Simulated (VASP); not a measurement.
# Al2O3 (Corundum) (R-3c) in VASP: further runs, part 2 of 2

VASP 6.6.1. The steps go on from the part before.

### Step 3. Electron localisation function, PBE

File INCAR:

```
  PREC = Accurate
  ENCUT = 520
  EDIFF = 1E-7
  ISMEAR = 0
  SIGMA = 0.02
  LREAL = F
  LASPH = T
  NELM = 60
  ALGO = Normal
  ISIF = 2
  LWAVE = F
  LCHARG = T
  GGA = PE
  LELF = T
```

File KPOINTS:

```
Automatic mesh
0
Gamma
  5 5 5
```

File POSCAR:

```
Al2O3
1.0
    2.3802500000      1.3742379782      4.3318666667
   -2.3802500000      1.3742379782      4.3318666667
    0.0000000000     -2.7484759565      4.3318666667
Al O
4 6
Direct
    0.8521600000      0.8521600000      0.8521600000
    0.6478400000      0.6478400000      0.6478400000
    0.1478400000      0.1478400000      0.1478400000
    0.3521600000      0.3521600000      0.3521600000
    0.0566800000      0.7500000000      0.4433200000
    0.7500000000      0.4433200000      0.0566800000
    0.4433200000      0.0566800000      0.7500000000
    0.9433200000      0.2500000000      0.5566800000
    0.2500000000      0.5566800000      0.9433200000
    0.5566800000      0.9433200000      0.2500000000
```

Potentials or basis: VASP PAW PBE potentials, release 64 (Al, O).

Started as:

```sh
$ cat potpaw_PBE.64/Al/POTCAR potpaw_PBE.64/O/POTCAR > POTCAR
$ mpirun -np 1 vasp_std > vasp.out
```

OUTCAR:

```text
PREC = Accurate
   ENCUT = 520
   EDIFF = 1E-7
   ISMEAR = 0
   LREAL = F
   LASPH = T
   NELM = 60
   ISIF = 2
   GGA = PE

 ion  position               nearest neighbor table
   1  0.852  0.852  0.852-   8 1.85   9 1.85  10 1.85   6 1.97   7 1.97   5 1.97   2 2.66   3 2.79
                             3 2.79   3 2.79   2 3.22   2 3.22   2 3.22
   2  0.648  0.648  0.648-   9 1.85   8 1.85  10 1.85   5 1.97   7 1.97   6 1.97   1 2.66   4 2.79
                             4 2.79   4 2.79   1 3.22   1 3.22   1 3.22
   3  0.148  0.148  0.148-   5 1.85   6 1.85   7 1.85   9 1.97  10 1.97   8 1.97   4 2.66   1 2.79
                             1 2.79   1 2.79   4 3.22   4 3.22   4 3.22
   4  0.352  0.352  0.352-   6 1.85   5 1.85   7 1.85   8 1.97  10 1.97   9 1.97   3 2.66   2 2.79
                             2 2.79   2 2.79   3 3.22   3 3.22   3 3.22
   5  0.057  0.750  0.443-   3 1.85   4 1.85   2 1.97   1 1.97
   6  0.750  0.443  0.057-   4 1.85   3 1.85   1 1.97   2 1.97
   7  0.443  0.057  0.750-   3 1.85   4 1.85   1 1.97   2 1.97
   8  0.943  0.250  0.557-   1 1.85   2 1.85   4 1.97   3 1.97
   9  0.250  0.557  0.943-   2 1.85   1 1.85   3 1.97   4 1.97
  10  0.557  0.943  0.250-   1 1.85   2 1.85   3 1.97   4 1.97

  LATTYP: Found a trigonal (rhomboedric) cell.
 ALAT       =     5.1302230849
 COS(alpha) =     0.5694707703

  Lattice vectors:

 A1 = (   2.3802500000,   1.3742379782,   4.3318666667)
 A2 = (  -2.3802500000,   1.3742379782,   4.3318666667)
 A3 = (   0.0000000000,  -2.7484759565,   4.3318666667)

Analysis of symmetry for initial positions (statically):
=====================================================================
 Subroutine PRICEL returns:
 Original cell was already a primitive cell.

 Routine SETGRP: Setting up the symmetry group for a
 trigonal (rhombohedral) supercell.

 Subroutine GETGRP returns: Found 12 space group operations
 (whereof  6 operations were pure point group operations)
 out of a pool of 12 trial point group operations.

The static configuration has the point symmetry S_6 .
 The point group associated with its full space group is D_3d.

Analysis of symmetry for dynamics (positions and initial velocities):
=====================================================================
 Subroutine PRICEL returns:
 Original cell was already a primitive cell.

 Routine SETGRP: Setting up the symmetry group for a
 trigonal (rhombohedral) supercell.

 Subroutine GETGRP returns: Found 12 space group operations
 (whereof  6 operations were pure point group operations)
 out of a pool of 12 trial point group operations.

The dynamic configuration has the point symmetry S_6 .
 The point group associated with its full space group is D_3d.

 Subroutine INISYM returns: Found 12 space group operations
 (whereof  6 operations are pure point group operations),
 and found     1 'primitive' translations

----------------------------------------------------------------------------------------

                                     Primitive cell

  volume of cell :      85.0180

  direct lattice vectors                    reciprocal lattice vectors
     2.380250000  1.374237978  4.331866667     0.210061968  0.121279334  0.076949121
    -2.380250000  1.374237978  4.331866667    -0.210061968  0.121279334  0.076949121
     0.000000000 -2.748475957  4.331866667     0.000000000 -0.242558668  0.076949121

  length of vectors
[... 77 lines left out ...]
   dimension x,y,z NGX =    40 NGY =   40 NGZ =   40
   dimension x,y,z NGXF=    80 NGYF=   80 NGZF=   80
   ions per type =               4   6
   NGX,Y,Z   is equivalent  to a cutoff of  12.96, 12.96, 12.96 a.u.
   NGXF,Y,Z  is equivalent  to a cutoff of  25.92, 25.92, 25.92 a.u.
 SYSTEM =  unknown system
   PREC   = accura    normal or accurate (medium, high low for compatibility)
   ISTART =      0    job   : 0-new  1-cont  2-samecut
   ICHARG =      2    charge: 1-file 2-atom 10-const
   ISPIN  =      1    spin polarized calculation?
   LNONCOLLINEAR =      F non collinear calculations
   LSORBIT =      F    spin-orbit coupling
   LASPH  =      T    aspherical Exc in radial PAW
   ENCUT  =  520.0 eV  38.22 Ry    6.18 a.u.   9.54  9.54  9.54*2*pi/ulx,y,z
   NELM   =     60;   NELMIN=  2; NELMDL= -5     # of ELM steps
   EDIFF  = 0.1E-06   stopping-criterion for ELM
   LREAL  =      F    real-space projection
   EDIFFG = 0.1E-05   stopping-criterion for IOM
   NSW    =      0    number of steps for IOM
   IBRION =     -1    ionic relax: 0-MD 1-quasi-New 2-CG
   NFREE  =      0    steps in history (QN), initial steepest desc. (CG)
   ISIF   =      2    stress and relaxation
   ISYM   =      2    0-nonsym 1-usesym 2-fastsym
   POTIM  = 0.5000    time-step for ionic-motion
   TEBEG  =    0.0;   TEEND  =   0.0 temperature during run
   PSTRESS=    0.0 pullay stress
   NELECT =      48.0000    total number of electrons
   NUPDOWN=      -1.0000    fix difference up-down
   EMIN   =  10.00;   EMAX   =-10.00  energy-range for DOS
   EFERMI =   0.00;   METHOD = LEGACY
   ISMEAR =     0;   SIGMA  =   0.02  broadening in eV -4-tet -1-fermi 0-gaus
   EFERMI_NEDOS =   21; number of points for ismear=-14 and -15
   IALGO  =     38    algorithm
   IMIX   =      4    mixing-type and parameters
     AMIX     =   0.40;   BMIX     =  1.00
     AMIX_MAG =   1.60;   BMIX_MAG =  1.00
  volume/ion in A,a.u.               =       8.50        57.37
  Fermi-wavevector in a.u.,A,eV,Ry     =   1.353064  2.556920 24.909299  1.830782
  Thomas-Fermi vector in A             =   2.480350
   LORBIT       =      0    0 simple, 1 ext, 2 COOP (PROOUT), +10 PAW based schemes
   GGA     = PE    functional components
   LHFCALC =     F    Hartree Fock is set to
   AEXX    =    0.0000 exact exchange contribution
   IVDW    =     0    specifies the selected vdW correction
   LEPSILON=     F    determine dielectric tensor
   LRPA    =     F    only Hartree local field effects (RPA)
 non-spin polarized calculation
 Gauss-broadening in eV      SIGMA  =   0.02
  energy-cutoff  :      520.00
  volume of cell :       85.02
 maximum number of plane-waves:      2304
 NGX is ok and might be reduce to    40
   NGX = 19   NGY = 19   NGZ = 19

 number of electron      48.0000013 magnetization

 Free energy of the ion-electron system (eV)
  ---------------------------------------------------
  ext. energy  EPLUGINS =         0.00000000
  ---------------------------------------------------
  free energy    TOTEN  =       -74.75241159 eV

  energy without entropy =      -74.75241159  energy(sigma->0) =      -74.75241159

 E-fermi :   6.2615     XC(G=0): -11.6856

 val. band max:        6.1427495402   @ k =   0.0000   0.0000   0.0000
 cond. band min:      12.3579619313   @ k =   0.0000   0.0000   0.0000
 fundamental gap:      6.2152123911
 Fermi energy:         6.2615456068

 k-point     1 :       0.0000    0.0000    0.0000
  band No.  band energies     occupation
      1     -13.1027      2.00000
      2     -10.7683      2.00000
      3     -10.4900      2.00000
      4     -10.4900      2.00000
      5     -10.1754      2.00000
      6     -10.1754      2.00000
[... 616 lines left out ...]
     29      17.7811      0.00000
     30      17.8604      0.00000

------------------------ aborting loop because EDIFF is reached ----------------------------------------

  FORCE on cell =-STRESS in cart. coord.  units (eV):
  Direction    XX          YY          ZZ          XY          YZ          ZX
  --------------------------------------------------------------------------------------
  -------------------------------------------------------------------------------------
  Total        3.9311614      3.9311614      3.5953891      0.0000000     -0.0000000      0.0000000
  in kB       74.0833489     74.0833489     67.7556678      0.0000000     -0.0000000      0.0000000
  external PRESSURE =      71.9741219 kB  Pullay stress =       0.0000000 kB

 VOLUME and BASIS-vectors are now :
 -----------------------------------------------------------------------------
  energy-cutoff  :      520.00
  volume of cell :       85.02
      direct lattice vectors                 reciprocal lattice vectors
     2.380250000  1.374237978  4.331866667     0.210061968  0.121279334  0.076949121
    -2.380250000  1.374237978  4.331866667    -0.210061968  0.121279334  0.076949121
     0.000000000 -2.748475957  4.331866667     0.000000000 -0.242558668  0.076949121

 POSITION                                       TOTAL-FORCE (eV/Angst)
 -----------------------------------------------------------------------------------
      0.00000     -0.00000     11.07433        -0.000000      0.000000     -0.026810
      0.00000     -0.00000      8.41907        -0.000000     -0.000000      0.026810
      0.00000     -0.00000      1.92127        -0.000000     -0.000000      0.026810
      0.00000     -0.00000      4.57653        -0.000000      0.000000     -0.026810
     -1.65027     -0.10988      5.41483        -0.012951     -0.022431     -0.000000
      0.72998      1.48412      5.41483        -0.012951      0.022431     -0.000000
      0.92030     -1.37424      5.41483         0.025901     -0.000000     -0.000000
      1.65027      0.10988      7.58077         0.012951      0.022431     -0.000000
     -0.72998     -1.48412      7.58077         0.012951     -0.022431     -0.000000
     -0.92030      1.37424      7.58077        -0.025901     -0.000000     -0.000000
 -----------------------------------------------------------------------------------
    total drift:                               -0.000000      0.000000     -0.000000

  FREE ENERGIE OF THE ION-ELECTRON SYSTEM (eV)
  ---------------------------------------------------
  free  energy   TOTEN  =       -74.7524115942 eV

  energy  without entropy=      -74.7524115942  energy(sigma->0) =      -74.75241159
```

Wall time 26 s (1 thread of Intel Xeon 6975P-C (Granite Rapids), shared host); peak memory 0.24 GiB.

What came out:

```yaml
Free_energy: -74.7524 eV
Pressure: 7.2 GPa
Largest_force: 0.027 eV/Å
Band_gap_on_the_k_mesh: 6.22 eV, direct
```

Forces on the atoms (eV/Å):
```
Al   0.000  0.000 -0.027
Al   0.000  0.000  0.027
Al   0.000  0.000  0.027
Al   0.000  0.000 -0.027
O   -0.013 -0.022  0.000
O   -0.013  0.022  0.000
O    0.026  0.000  0.000
O    0.013  0.022  0.000
O    0.013 -0.022  0.000
O   -0.026  0.000  0.000
```

Levels at points of the mesh, in eV from the valence-band top:
```csv
k point,band 22,band 23,band 24,band 25,band 26,band 27
"(0.00, 0.00, 0.00)",-0.04,-0.04,0.00,6.22,9.14,10.73
```

### Step 4. Relaxation of cell and atoms, r2SCAN

File INCAR:

```
SYSTEM = Al2O3
ALGO = Normal
EDIFF = 1E-7
EDIFFG = -0.005
ENCUT = 600
IBRION = 2
ISIF = 3
ISMEAR = 0
KPAR = 4
LASPH = .True.
LCHARG = .False.
LMIXTAU = .True.
LREAL = .False.
LWAVE = .False.
METAGGA = R2SCAN
NELM = 100
NSW = 40
PREC = Accurate
SIGMA = 0.02
```

File KPOINTS:

```
k-points
0
Gamma
  6 6 6
  0 0 0
```

POSCAR is that of step 3.

Started as:

```sh
$ cat potpaw_PBE.64/Al/POTCAR potpaw_PBE.64/O/POTCAR > POTCAR
$ mpirun -np 4 vasp_std > vasp.out
```

Wall time 5.6 min (4 MPI ranks of Intel Xeon 6975P-C (Granite Rapids), shared host); peak memory 0.32 GiB.

The run converged. Its results:

- Free energy: -96.2951 eV
- Relaxed volume: 8.47 Å³/atom
- Relaxed cell: a = 5.124 Å, b = 5.124 Å, c = 5.124 Å, α = 55.29°, β = 55.29°, γ = 55.29°
- Space group after relaxing (to 0.05 Å): R-3c (No. 167)
- Energy gained by relaxing: 0.2 meV/atom
- Ionic steps: 8
- Pressure after relaxing: 0.0 GPa
- Band gap on the k mesh: 7.20 eV, direct

The path:
```
step  energy change (eV)  largest force (eV/Å)  pressure (GPa)  volume (Å³)
   1              0.0000                0.0808           -1.01        85.02
   2             -0.0012                0.0283            1.02        84.36
   3             -0.0021                0.0326            0.25        84.61
   4             -0.0021                0.0356            0.17        84.63
   5             -0.0022                0.0074           -0.04        84.70
   6             -0.0022                0.0060           -0.01        84.69
   7             -0.0022                0.0056           -0.02        84.69
   8             -0.0022                0.0020            0.00        84.68
```

Final structure:
```
CELL_PARAMETERS angstrom
2.37710 1.37242 4.32630
-2.37710 1.37242 4.32630
0.00000 -2.74484 4.32630
ATOMIC_POSITIONS crystal
Al 0.85184 0.85184 0.85184
Al 0.64816 0.64816 0.64816
Al 0.14816 0.14816 0.14816
Al 0.35184 0.35184 0.35184
O 0.05626 0.75000 0.44374
O 0.75000 0.44374 0.05626
O 0.44374 0.05626 0.75000
O 0.94374 0.25000 0.55626
O 0.25000 0.55626 0.94374
O 0.55626 0.94374 0.25000
```

Levels at points of the mesh, in eV from the valence-band top:
```
           k point  band 22  band 23  band 24  band 25  band 26  band 27
(0.00, 0.00, 0.00)    -0.05    -0.05     0.00     7.20    10.14    12.00
(0.50, 0.00, 0.00)    -0.94    -0.29    -0.29    10.47    10.47    10.76
(0.50, 0.50, 0.00)    -0.92    -0.78    -0.27    10.60    10.83    10.94
(0.50, 0.50, 0.50)    -0.40    -0.40    -0.40     9.67     9.67    12.21
```

Caveat: the PAW data sets were made with another functional, which shifts forces and pressure a little. r2SCAN opens gaps a little over a GGA but as a rule still falls short of measured ones.

### Step 5. Single point, LDA

File INCAR:

```
SYSTEM = Al2O3
  PREC = Accurate
  ENCUT = 520
  EDIFF = 1E-7
  ISMEAR = 0
  SIGMA = 0.05
  LREAL = .False.
  LASPH = .True.
  NELM = 100
  ALGO = Normal
  ISIF = 2
  LWAVE = .False.
  LCHARG = .False.
  GGA = CA
  NBANDS = 35
  ADDGRID = .False.
```

File KPOINTS:

```
Automatic mesh
0
Gamma
  5 5 5
  0 0 0
```

POSCAR is that of step 4.

Potentials or basis: VASP PAW LDA potentials, release 64 (Al, O).

Started as:

```sh
$ cat potpaw_LDA.64/Al/POTCAR potpaw_LDA.64/O/POTCAR > POTCAR
$ mpirun -np 1 vasp_std > vasp.out
```

OUTCAR:

```text
SYSTEM = Al2O3
   PREC = Accurate
   ENCUT = 520
   EDIFF = 1E-7
   ISMEAR = 0
   LREAL = .False.
   LASPH = .True.
   NELM = 100
   ISIF = 2
   GGA = CA

 Found     19 irreducible k-points:

 Following reciprocal coordinates:
            Coordinates               Weight
  0.000000  0.000000  0.000000      1.000000
  0.200000 -0.000000  0.000000      6.000000
  0.400000 -0.000000 -0.000000      6.000000
  0.200000  0.200000  0.000000      6.000000
  0.400000  0.200000 -0.000000     12.000000
[... 313 lines left out ...]
  in kB      -43.8114287    -43.8114287    -47.9990634      0.0000000      0.0000000      0.0000000
  external PRESSURE =     -45.2073069 kB  Pullay stress =       0.0000000 kB

 VOLUME and BASIS-vectors are now :
 -----------------------------------------------------------------------------
  energy-cutoff  :      520.00
  volume of cell :       85.02
      direct lattice vectors                 reciprocal lattice vectors
     2.380250000  1.374237978  4.331866667     0.210061968  0.121279334  0.076949121
    -2.380250000  1.374237978  4.331866667    -0.210061968  0.121279334  0.076949121
     0.000000000 -2.748475957  4.331866667     0.000000000 -0.242558668  0.076949121

 POSITION                                       TOTAL-FORCE (eV/Angst)
 -----------------------------------------------------------------------------------
      0.00000     -0.00000     11.07433         0.000000      0.000000     -0.057523
      0.00000     -0.00000      8.41907         0.000000     -0.000000      0.057523
      0.00000     -0.00000      1.92127         0.000000     -0.000000      0.057523
      0.00000     -0.00000      4.57653         0.000000      0.000000     -0.057523
     -1.65027     -0.10988      5.41483        -0.061833     -0.107097     -0.000000
      0.72998      1.48412      5.41483        -0.061833      0.107097     -0.000000
      0.92030     -1.37424      5.41483         0.123665      0.000000     -0.000000
      1.65027      0.10988      7.58077         0.061833      0.107097     -0.000000
     -0.72998     -1.48412      7.58077         0.061833     -0.107097     -0.000000
     -0.92030      1.37424      7.58077        -0.123665      0.000000     -0.000000
 -----------------------------------------------------------------------------------
    total drift:                               -0.000000      0.000000     -0.000000

  FREE ENERGIE OF THE ION-ELECTRON SYSTEM (eV)
  ---------------------------------------------------
  free  energy   TOTEN  =       -83.0835115114 eV

  energy  without entropy=      -83.0835115114  energy(sigma->0) =      -83.08351151
```

stdout:

```text
POSCAR found type information on POSCAR AlO
 POSCAR found :  2 types and      10 ions
 scaLAPACK will be used
 LDA part: xc-table for (Slater(with rela. corr.)+CA(PZ))
 , standard interpolation
 POSCAR, INCAR and KPOINTS ok, starting setup
 FFT: planning ... GRIDC
 FFT: planning ... GRID_SOFT
 FFT: planning ... GRID
 WAVECAR not read
 entering main loop
```

Wall time 30 s (1 thread of Intel Xeon 6975P-C (Granite Rapids), shared host); peak memory 0.2 GiB.

These settings aren't checked as converged: the numbers below hold their error.

What came out:

| Item | Value |
| --- | --- |
| Free energy | -83.0835 eV |
| Pressure | -4.5 GPa |
| Largest force | 0.124 eV/Å |
| Band gap on the k mesh | 6.17 eV, direct |

### Step 6. Single point, LDA

Changes to INCAR since step 5:

```diff
@@ -2,3 +2,3 @@
   PREC = Accurate
-  ENCUT = 520
+  ENCUT = 650
   EDIFF = 1E-7
```

File KPOINTS:

```
Automatic mesh
0
Gamma
  6 6 6
  0 0 0
```

POSCAR is that of step 5.

Potentials or basis: VASP PAW LDA potentials, release 64 (Al, O).

Started as:

```sh
$ cat potpaw_LDA.64/Al/POTCAR potpaw_LDA.64/O/POTCAR > POTCAR
$ mpirun -np 1 vasp_std > vasp.out
```

Run time: 83 s. Hardware: 1 thread of Intel Xeon 6975P-C (Granite Rapids), shared host; peak memory 0.29 GiB.

These settings aren't checked as converged: the numbers below hold their error.

Results:

```
Free energy            : -83.1228 eV
Pressure               : -5.0 GPa
Largest force          : 0.127 eV/Å
Band gap on the k mesh : 6.17 eV, direct
```

### Step 7. The reference run

An earlier run on the cell as given: functional PBE; potentials or basis VASP PAW PBE potentials, release 64 (Al, O); cutoff 520 eV; k mesh 7 × 7 × 7; occupations fermi-dirac, width 0.05 eV; no spin polarisation.

* Pressure: 7.2 GPa
* Largest force: 0.027 eV/Å
* Band gap on the k mesh: 6.22 eV, direct

### Step 8. Overview

```csv
task,level,cell,k mesh,cutoff (eV),smearing,ladder,gap on the mesh (eV),pressure (GPa),largest force (eV/Å)
atomic charges,PBE,as given,5 × 5 × 5,520,gaussian 0.02 eV,-,6.22,7.2,0.03
electron localisation function,PBE,as given,5 × 5 × 5,520,gaussian 0.02 eV,-,6.22,7.2,0.03
relaxation of cell and atoms,r2SCAN,relaxed,6 × 6 × 6,600,gaussian 0.02 eV,gaps,7.20,0.0,-
single point,PBE,as given,7 × 7 × 7,520,fermi-dirac 0.05 eV,-,6.22,7.2,0.03
```

Alike in all rows: potentials or basis VASP PAW PBE potentials, release 64 (Al, O); no spin polarisation.

On the cell as given the gap runs from 6.22 eV (PBE) to 6.22 eV (PBE); the meshes differ, which moves gaps too.

Caveats: the PAW data sets were made with another functional, which shifts forces and pressure a little (some runs); an odd mesh through Γ misses points on the zone boundary, where band edges often lie (some runs).

Total energies depend on the potentials used, so only differences within one code and one set of settings carry meaning.

### Step 9. Against experiment

Step 2. Against the measured gap of Al2O3, 8.7 eV (optical; quoted in “Multi-petahertz electron interference in Cr:Al2O3 solid-state material”, 2018, pmc:5906618), the calculated 6.22 eV is off by -2.48 eV. The value is that of PBE, without temperature or zero-point motion. Semilocal functionals fall short of measured gaps as a rule.

Step 3. Measured gap of Al2O3: 8.7 eV (optical; quoted in “Multi-petahertz electron interference in Cr:Al2O3 solid-state material”, 2018, pmc:5906618). This calculation gives 6.22 eV (-2.48 eV). The value is that of PBE, without temperature or zero-point motion. Semilocal functionals fall short of measured gaps as a rule.
